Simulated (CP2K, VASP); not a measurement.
This is a calculation of ZnS (Wurtzite-4H) for VASP 6.6.1. 

Contents of INCAR:

```
SYSTEM = ZnS
PREC = Accurate
ENCUT = 520
EDIFF = 1E-6
ISMEAR = 0
SIGMA = 0.012
LREAL = .FALSE.
LASPH = .TRUE.
NELM = 80
ALGO = Normal
ISIF = 2
LWAVE = .FALSE.
LCHARG = .TRUE.
GGA = PE
LELF = .TRUE.
LVHAR = .TRUE.
```

Contents of KPOINTS:

```
Automatic mesh
0
G
  8 8 3
  0 0 0
```

The input POSCAR:

```
ZnS
1.0
    3.8227000000      0.0000000000      0.0000000000
   -1.9113500000      3.3105553110      0.0000000000
    0.0000000000      0.0000000000     12.5200000000
Zn S
4 4
Direct
    0.6666666667      0.3333333333      0.7500000000
    0.3333333333      0.6666666667      0.2500000000
    0.0000000000      0.0000000000      0.5000000000
    0.0000000000      0.0000000000      0.0000000000
    0.6666666667      0.3333333333      0.9375000000
    0.3333333333      0.6666666667      0.4375000000
    0.0000000000      0.0000000000      0.6875000000
    0.0000000000      0.0000000000      0.1875000000
```

Potentials or basis: VASP PAW PBE potentials, release 64 (Zn, S).

Launch:

```console
$ cat potpaw_PBE.64/Zn/POTCAR potpaw_PBE.64/S/POTCAR > POTCAR
$ mpirun -np 1 vasp_std > vasp.out
```

Q: What does the same run look like in CP2K 2026.2? Potentials or basis there: POTENTIAL_UZH Zn GTH-PBE-q12, S GTH-PBE-q6; TZVP-MOLOPT-PBE-GTH basis.

A: As run (cutoffs and basis follow the program's own potentials, and thresholds, step limits or extra output files can differ):

File zns_scf.inp:

```
&GLOBAL
  PROJECT zns_scf
  RUN_TYPE ENERGY_FORCE
  PRINT_LEVEL LOW
&END GLOBAL
&FORCE_EVAL
  METHOD QS
  STRESS_TENSOR ANALYTICAL
  &DFT
    BASIS_SET_FILE_NAME BASIS_MOLOPT_UZH
    POTENTIAL_FILE_NAME POTENTIAL_UZH
    &MGRID
      CUTOFF 450
      REL_CUTOFF 60
      NGRIDS 4
    &END MGRID
    &QS
      METHOD GPW
      EPS_DEFAULT 1.0E-10
    &END QS
    &KPOINTS
      SCHEME MONKHORST-PACK 8 8 3
      GAMMA_CENTERED T
      SYMMETRY T
      SYMMETRY_BACKEND SPGLIB
    &END KPOINTS
    &SCF
      SCF_GUESS ATOMIC
      EPS_SCF 1.0E-6
      MAX_SCF 100
      ADDED_MOS 22
      CHOLESKY OFF
      EPS_EIGVAL 1.0E-7
      &DIAGONALIZATION ON
        ALGORITHM STANDARD
      &END DIAGONALIZATION
      &MIXING ON
        METHOD BROYDEN_MIXING
        ALPHA 0.4
        BETA 1.5
        NBUFFER 8
      &END MIXING
      &SMEAR ON
        METHOD GAUSSIAN
        SIGMA [eV] 0.012
      &END SMEAR
    &END SCF
    &XC
      &XC_FUNCTIONAL
        &GGA_X_PBE
        &END GGA_X_PBE
        &GGA_C_PBE
        &END GGA_C_PBE
      &END XC_FUNCTIONAL
    &END XC
    &PRINT
      &KPOINTS ON
      &END KPOINTS
      &MULLIKEN ON
      &END MULLIKEN
      &MO ON
        ENERGIES T
        OCCUPATION_NUMBERS T
        &EACH
          QS_SCF 0
        &END EACH
        ADD_LAST NUMERIC
      &END MO
    &END PRINT
  &END DFT
  &SUBSYS
    &CELL
      A 3.8227000000 0.0000000000 0.0000000000
      B -1.9113500000 3.3105553110 0.0000000000
      C 0.0000000000 0.0000000000 12.5200000000
      PERIODIC XYZ
    &END CELL
    &COORD
      Zn  1.9113500002 1.1035184369 9.3900000000
      Zn  -0.0000000002 2.2070368741 3.1300000000
      Zn  0.0000000000 0.0000000000 6.2600000000
      Zn  0.0000000000 0.0000000000 0.0000000000
      S   1.9113500002 1.1035184369 11.7375000000
      S   -0.0000000002 2.2070368741 5.4775000000
      S   0.0000000000 0.0000000000 8.6075000000
      S   0.0000000000 0.0000000000 2.3475000000
    &END COORD
    &KIND Zn
      BASIS_SET TZVP-MOLOPT-PBE-GTH-q12
      POTENTIAL GTH-PBE-q12
    &END KIND
    &KIND S
      BASIS_SET TZVP-MOLOPT-PBE-GTH-q6
      POTENTIAL GTH-PBE-q6
    &END KIND
    &PRINT
      &ATOMIC_COORDINATES ON
      &END ATOMIC_COORDINATES
      &CELL ON
      &END CELL
    &END PRINT
  &END SUBSYS
  &PRINT
    &FORCES ON
    &END FORCES
    &STRESS_TENSOR ON
    &END STRESS_TENSOR
  &END PRINT
&END FORCE_EVAL
```

Potentials or basis: POTENTIAL_UZH Zn GTH-PBE-q12, S GTH-PBE-q6; TZVP-MOLOPT-PBE-GTH basis.

Launch:

```console
$ OMP_NUM_THREADS=1 cp2k.psmp -i zns_scf.inp -o zns_scf.out
```

Both were run:

|  | VASP | CP2K |
| --- | --- | --- |
| Pressure | 1.5 GPa | 1.8 GPa |

Pressure is positive in compression.
